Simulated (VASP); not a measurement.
# LiF (Fm-3m) in VASP: settings compared, part 2 of 2

VASP 6.6.1.

### Step 3. Electrostatic potential, PBE

This run uses another cell than the first one, of 8.33 Å³/atom, 1.026 times its volume.

Contents of INCAR:

```
SYSTEM = LiF
ALGO = Fast
EDIFF = 1E-7
ENCUT = 520
GGA = PE
ISIF = 2
ISMEAR = 0
KPAR = 4
LASPH = .True.
LCHARG = .True.
LREAL = .False.
LVHAR = .True.
LWAVE = .False.
NELM = 60
PREC = Accurate
SIGMA = 0.02
```

Contents of KPOINTS:

```
k-points
0
Gamma
  12 12 12
  0 0 0
```

Contents of POSCAR:

```
LiF                                     
1.0
    0.0000000000      2.0270409113      2.0270409113
    2.0270409113      0.0000000000      2.0270409113
    2.0270409113      2.0270409113     -0.0000000000
  Li              F             
     1     1
Direct
     0.0000000000000000    0.0000000000000000    0.0000000000000000
     0.5000000000000000    0.5000000000000000    0.5000000000000000
```

Potentials or basis: VASP PAW PBE potentials, release 64 (Li_sv, F).

Run with:

```sh
cat potpaw_PBE.64/Li_sv/POTCAR potpaw_PBE.64/F/POTCAR > POTCAR
mpirun -np 4 vasp_std > vasp.out
```

OUTCAR:

```text
SYSTEM = LiF
   EDIFF = 1E-7
   ENCUT = 520
   GGA = PE
   ISIF = 2
   ISMEAR = 0
   LASPH = .True.
   LREAL = .False.
   NELM = 60
   PREC = Accurate

 ion  position               nearest neighbor table
   1  0.000  0.000  0.000-   2 2.03   2 2.03   2 2.03   2 2.03   2 2.03   2 2.03
   2  0.500  0.500  0.500-   1 2.03   1 2.03   1 2.03   1 2.03   1 2.03   1 2.03

  LATTYP: Found a face centered cubic cell.
 ALAT       =     4.0540818226

  Lattice vectors:

 A1 = (   0.0000000000,   2.0270409113,   2.0270409113)
 A2 = (   2.0270409113,   0.0000000000,   2.0270409113)
 A3 = (   2.0270409113,   2.0270409113,   0.0000000000)

Analysis of symmetry for initial positions (statically):
=====================================================================
 Subroutine PRICEL returns:
 Original cell was already a primitive cell.

 Routine SETGRP: Setting up the symmetry group for a
 face centered cubic supercell.

 Subroutine GETGRP returns: Found 48 space group operations
 (whereof 48 operations were pure point group operations)
 out of a pool of 48 trial point group operations.

The static configuration has the point symmetry O_h .

Analysis of symmetry for dynamics (positions and initial velocities):
=====================================================================
 Subroutine PRICEL returns:
 Original cell was already a primitive cell.

 Routine SETGRP: Setting up the symmetry group for a
 face centered cubic supercell.

 Subroutine GETGRP returns: Found 48 space group operations
 (whereof 48 operations were pure point group operations)
 out of a pool of 48 trial point group operations.

The dynamic configuration has the point symmetry O_h .

 Subroutine INISYM returns: Found 48 space group operations
 (whereof 48 operations are pure point group operations),
 and found     1 'primitive' translations

----------------------------------------------------------------------------------------

                                     Primitive cell

  volume of cell :      16.6578

[... 111 lines left out ...]
  Thomas-Fermi vector in A             =   2.505850
   LORBIT       =      0    0 simple, 1 ext, 2 COOP (PROOUT), +10 PAW based schemes
   GGA     = PE    functional components
   LHFCALC =     F    Hartree Fock is set to
   AEXX    =    0.0000 exact exchange contribution
   IVDW    =     0    specifies the selected vdW correction
   LEPSILON=     F    determine dielectric tensor
   LRPA    =     F    only Hartree local field effects (RPA)
 non-spin polarized calculation
 RMM-DIIS sequential band-by-band and
 Gauss-broadening in eV      SIGMA  =   0.02
  energy-cutoff  :      520.00
  volume of cell :       16.66
 maximum number of plane-waves:       464
 NGX is ok and might be reduce to    24
   NGX = 11   NGY = 11   NGZ = 11

 number of electron      10.0000000 magnetization

 number of electron       9.9999991 magnetization

 Free energy of the ion-electron system (eV)
  ---------------------------------------------------
  ext. energy  EPLUGINS =         0.00000000
  ---------------------------------------------------
  free energy    TOTEN  =        -9.64047542 eV

  energy without entropy =       -9.64047542  energy(sigma->0) =       -9.64047542

 E-fermi :  -0.9021     XC(G=0):  -9.8885

 val. band max:       -1.1343287406   @ k =   0.0000   0.0000   0.0000
 cond. band min:       7.7831131246   @ k =   0.0000   0.0000   0.0000
 fundamental gap:      8.9174418651
 Fermi energy:        -0.9020991680

 k-point     1 :       0.0000    0.0000    0.0000
  band No.  band energies     occupation
      1     -42.0985      2.00000
      2     -21.0562      2.00000
      3      -1.1343      2.00000
      4      -1.1343      2.00000
      5      -1.1343      2.00000
      6       7.7831      0.00000
      7      22.5778      0.00000
      8      22.9279      0.00000
      9      22.9913      0.00000
[... 265 lines left out ...]
 k-point    24 :      -0.4167    0.1667    0.0000
  band No.  band energies     occupation
      1     -42.0403      2.00000
      2     -20.5689      2.00000
      3      -3.4518      2.00000
      4      -2.0314      2.00000
      5      -1.4741      2.00000
      6      10.5988      0.00000
      7      14.6881      0.00000
      8      17.7367      0.00000
      9      17.8325      0.00000

 [... further k-points ...]
[... 5 lines left out ...]
  --------------------------------------------------------------------------------------
  -------------------------------------------------------------------------------------
  Total        0.0277178      0.0277178      0.0277178      0.0000000      0.0000000      0.0000000
  in kB        2.6659495      2.6659495      2.6659495      0.0000000      0.0000000      0.0000000
  external PRESSURE =       2.6659495 kB  Pullay stress =       0.0000000 kB

 VOLUME and BASIS-vectors are now :
 -----------------------------------------------------------------------------
  energy-cutoff  :      520.00
  volume of cell :       16.66
      direct lattice vectors                 reciprocal lattice vectors
     0.000000000  2.027040911  2.027040911    -0.246664977  0.246664977  0.246664977
     2.027040911  0.000000000  2.027040911     0.246664977 -0.246664977  0.246664977
     2.027040911  2.027040911  0.000000000     0.246664977  0.246664977 -0.246664977

 POSITION                                       TOTAL-FORCE (eV/Angst)
 -----------------------------------------------------------------------------------
      0.00000      0.00000      0.00000        -0.000000     -0.000000     -0.000000
      2.02704      2.02704      2.02704         0.000000      0.000000      0.000000
 -----------------------------------------------------------------------------------
    total drift:                               -0.000000     -0.000000      0.000000

  FREE ENERGIE OF THE ION-ELECTRON SYSTEM (eV)
  ---------------------------------------------------
  free  energy   TOTEN  =        -9.6404754167 eV

  energy  without entropy=       -9.6404754167  energy(sigma->0) =       -9.64047542
```

stdout:

```text
POSCAR found type information on POSCAR LiF
 POSCAR found :  2 types and       2 ions
 scaLAPACK will be used
 LDA part: xc-table for (Slater+PW92), standard interpolation
 POSCAR, INCAR and KPOINTS ok, starting setup
 FFT: planning ... GRIDC
 FFT: planning ... GRID_SOFT
 FFT: planning ... GRID
 WAVECAR not read
 entering main loop
WARNING in EDDRMM: call to ZHEGV failed, returncode =   8  4      7
WARNING in EDDRMM: call to ZHEGV failed, returncode =   8  4      8
```

It took 3.2 s on 4 MPI ranks of Intel Xeon 6975P-C (Granite Rapids), shared host; peak memory 0.12 GiB.

What came out:

```
Free energy            : -9.6405 eV
Band gap on the k mesh : 8.92 eV, direct
```

Caveat: the cutoff is under 1.25 times the usual one of these potentials, so pressure, stress and relaxed cells hold a basis-set (Pulay) error. Expect the measured gap to be larger: semilocal functionals such as PBE lack the derivative discontinuity.

### Step 4. Electrostatic potential, HSE06

This run uses another cell than the first one, of 8.33 Å³/atom, 1.026 times its volume.

POSCAR is that of step 3.

Contents of INCAR.step1:

```
SYSTEM = LiF
ALGO = Normal
EDIFF = 1E-5
ENCUT = 520
GGA = PE
ISIF = 2
ISMEAR = 0
KPAR = 4
LASPH = .True.
LREAL = .False.
LWAVE = .True.
NELM = 60
PREC = Accurate
SIGMA = 0.02
```

Contents of INCAR.step2:

```
SYSTEM = LiF
ALGO = Normal
EDIFF = 1E-7
ENCUT = 520
GGA = PE
HFSCREEN = 0.2
ISIF = 2
ISMEAR = 0
ISTART = 1
KPAR = 4
LASPH = .True.
LCHARG = .True.
LHFCALC = .True.
LREAL = .False.
LVHAR = .True.
LWAVE = .False.
NELM = 60
PREC = Accurate
PRECFOCK = Fast
SIGMA = 0.02
```

Contents of KPOINTS:

```
k-points
0
Gamma
  8 8 8
  0 0 0
```

Potentials or basis: VASP PAW PBE potentials, release 64 (Li_sv, F).

Run with:

```sh
cat potpaw_PBE.64/Li_sv/POTCAR potpaw_PBE.64/F/POTCAR > POTCAR
cp INCAR.step1 INCAR
mpirun -np 4 vasp_std > vasp.out
cp INCAR.step2 INCAR
mpirun -np 4 vasp_std > vasp.out
```

OUTCAR:

```text
SYSTEM = LiF
   EDIFF = 1E-7
   ENCUT = 520
   GGA = PE
   HFSCREEN = 0.2
   ISIF = 2
   ISMEAR = 0
   ISTART = 1
   LASPH = .True.
   LHFCALC = .True.
   LREAL = .False.
   NELM = 60
   PREC = Accurate
   PRECFOCK = Fast

 ion  position               nearest neighbor table
   1  0.000  0.000  0.000-   2 2.03   2 2.03   2 2.03   2 2.03   2 2.03   2 2.03
   2  0.500  0.500  0.500-   1 2.03   1 2.03   1 2.03   1 2.03   1 2.03   1 2.03

  LATTYP: Found a face centered cubic cell.
 ALAT       =     4.0540818226

[... 477 lines left out ...]
      3      -5.2415      2.00000
      4      -4.0929      2.00000
      5      -3.3552      2.00000
      6      11.9391      0.00000
      7      15.2734      0.00000
      8      18.4953      0.00000
      9      18.7070      0.00000

 [... further k-points ...]
[... 5 lines left out ...]
  --------------------------------------------------------------------------------------
  -------------------------------------------------------------------------------------
  Total       -0.2446655     -0.2446655     -0.2446655      0.0000000      0.0000000     -0.0000000
  in kB      -23.5323791    -23.5323791    -23.5323791      0.0000000      0.0000000     -0.0000000
  external PRESSURE =     -23.5323791 kB  Pullay stress =       0.0000000 kB

 VOLUME and BASIS-vectors are now :
 -----------------------------------------------------------------------------
  energy-cutoff  :      520.00
  volume of cell :       16.66
      direct lattice vectors                 reciprocal lattice vectors
     0.000000000  2.027040911  2.027040911    -0.246664977  0.246664977  0.246664977
     2.027040911  0.000000000  2.027040911     0.246664977 -0.246664977  0.246664977
     2.027040911  2.027040911  0.000000000     0.246664977  0.246664977 -0.246664977

 POSITION                                       TOTAL-FORCE (eV/Angst)
 -----------------------------------------------------------------------------------
      0.00000      0.00000      0.00000         0.000000      0.000000      0.000000
      2.02704      2.02704      2.02704        -0.000000     -0.000000     -0.000000
 -----------------------------------------------------------------------------------
    total drift:                               -0.000000     -0.000000     -0.000000

  FREE ENERGIE OF THE ION-ELECTRON SYSTEM (eV)
  ---------------------------------------------------
  free  energy   TOTEN  =       -11.4020503725 eV

  energy  without entropy=      -11.4020503725  energy(sigma->0) =      -11.40205037
```

OUTCAR.step1:

```text
SYSTEM = LiF
   EDIFF = 1E-5
   ENCUT = 520
   GGA = PE
   ISIF = 2
   ISMEAR = 0
[... 514 lines left out ...]
      0.00000      0.00000      0.00000         0.000000      0.000000     -0.000000
      2.02704      2.02704      2.02704        -0.000000     -0.000000      0.000000
 -----------------------------------------------------------------------------------
    total drift:                               -0.000000     -0.000000      0.000000

  FREE ENERGIE OF THE ION-ELECTRON SYSTEM (eV)
  ---------------------------------------------------
  free  energy   TOTEN  =        -9.6405511013 eV

  energy  without entropy=       -9.6405511013  energy(sigma->0) =       -9.64055110
```

OSZICAR.step1:

```text
N       E                     dE             d eps       ncg     rms          rms(c)
DAV:   1     0.295476670251E+02    0.29548E+02   -0.57030E+03   571   0.112E+03
DAV:   2    -0.909255206394E+01   -0.38640E+02   -0.37110E+02   576   0.199E+02
DAV:   3    -0.101426385510E+02   -0.10501E+01   -0.10478E+01   727   0.305E+01
DAV:   4    -0.101517635107E+02   -0.91250E-02   -0.91239E-02   663   0.266E+00
DAV:   5    -0.101518696776E+02   -0.10617E-03   -0.10617E-03   686   0.150E-01    0.454E+00
DAV:   6    -0.962926644749E+01    0.52260E+00   -0.28439E+00   530   0.131E+01    0.141E+00
DAV:   7    -0.963345152691E+01   -0.41851E-02   -0.18806E-02   699   0.155E+00    0.859E-01
DAV:   8    -0.964038404094E+01   -0.69325E-02   -0.16647E-02   701   0.169E+00    0.101E-01
DAV:   9    -0.964047922040E+01   -0.95179E-04   -0.85687E-04   575   0.319E-01    0.420E-02
DAV:  10    -0.964054831921E+01   -0.69099E-04   -0.15005E-04   585   0.117E-01    0.769E-03
DAV:  11    -0.964055110131E+01   -0.27821E-05   -0.27743E-06   497   0.221E-02
   1 F= -.96405511E+01 E0= -.96405511E+01  d E =-.170411E-50
```

Wall time 62 s (4 MPI ranks of Intel Xeon 6975P-C (Granite Rapids), shared host); peak memory 0.22 GiB.

Results:

| Item | Value |
| --- | --- |
| Free energy | -11.4021 eV |
| Band gap on the k mesh | 11.23 eV, direct |

Caveat: the cutoff is under 1.25 times the usual one of these potentials, so pressure, stress and relaxed cells hold a basis-set (Pulay) error; the PAW data sets were made with another functional, which shifts forces and pressure a little.

### Step 5. Electrostatic potential, r2SCAN

This run uses another cell than the first one, of 8.33 Å³/atom, 1.026 times its volume.

Contents of INCAR:

```
SYSTEM = LiF
ALGO = Normal
EDIFF = 1E-7
ENCUT = 520
ISIF = 2
ISMEAR = 0
KPAR = 4
LASPH = .True.
LCHARG = .True.
LMIXTAU = .True.
LREAL = .False.
LVHAR = .True.
LWAVE = .False.
METAGGA = R2SCAN
NELM = 60
PREC = Accurate
SIGMA = 0.02
```

Contents of KPOINTS:

```
k-points
0
Gamma
  12 12 12
  0 0 0
```

POSCAR is that of step 4.

Run with:

```sh
cat potpaw_PBE.64/Li_sv/POTCAR potpaw_PBE.64/F/POTCAR > POTCAR
mpirun -np 4 vasp_std > vasp.out
```

Wall time 7.5 s (4 MPI ranks of Intel Xeon 6975P-C (Granite Rapids), shared host); peak memory 0.13 GiB.

Results (log left out):

| Property | Result |
| --- | --- |
| Free energy | -11.8931 eV |
| Band gap on the k mesh | 10.07 eV, direct |

Levels at points of the mesh, in eV from the valence-band top:
```
           k point  band 3  band 4  band 5  band 6  band 7  band 8
(0.00, 0.00, 0.00)    0.00    0.00    0.00   10.07   25.28   25.28
(0.50, 0.00, 0.00)   -2.43   -0.23   -0.23   11.72   17.88   20.26
(0.50, 0.50, 0.00)   -2.92   -0.98   -0.98   15.86   17.34   18.85
```

Caveat: the cutoff is under 1.25 times the usual one of these potentials, so pressure, stress and relaxed cells hold a basis-set (Pulay) error; the PAW data sets were made with another functional, which shifts forces and pressure a little. A k mesh can miss the band edges.

### Step 6. The runs side by side

| task | level | cell | k mesh | cutoff (eV) | grid for exact exchange (PRECFOCK) | screening parameter | gap on the mesh (eV) |
| --- | --- | --- | --- | --- | --- | --- | --- |
| relaxation of cell and atoms | PBE | relaxed | 12 × 12 × 12 | 600 | - | - | 8.92 |
| electrostatic potential | PBE | Fm-3m, 8.33 Å³/atom | 12 × 12 × 12 | 520 | - | - | 8.92 |
| electrostatic potential | HSE06 | Fm-3m, 8.33 Å³/atom | 8 × 8 × 8 | 520 | Fast | 0.2 1/A | 11.23 |
| electrostatic potential | r2SCAN | Fm-3m, 8.33 Å³/atom | 12 × 12 × 12 | 520 | - | - | 10.07 |

Alike in all rows: potentials or basis VASP PAW PBE potentials, release 64 (Li_sv, F); no spin polarisation; smearing gaussian 0.02 eV.

On the cell as given the gap runs from 8.92 eV (PBE) to 11.23 eV (HSE06); the meshes differ, which moves gaps too.

Caveats: the cutoff is under 1.25 times the usual one of these potentials, so pressure, stress and relaxed cells hold a basis-set (Pulay) error; the PAW data sets were made with another functional, which shifts forces and pressure a little (some runs).

Absolute energies hang on the potentials; compare differences alone.
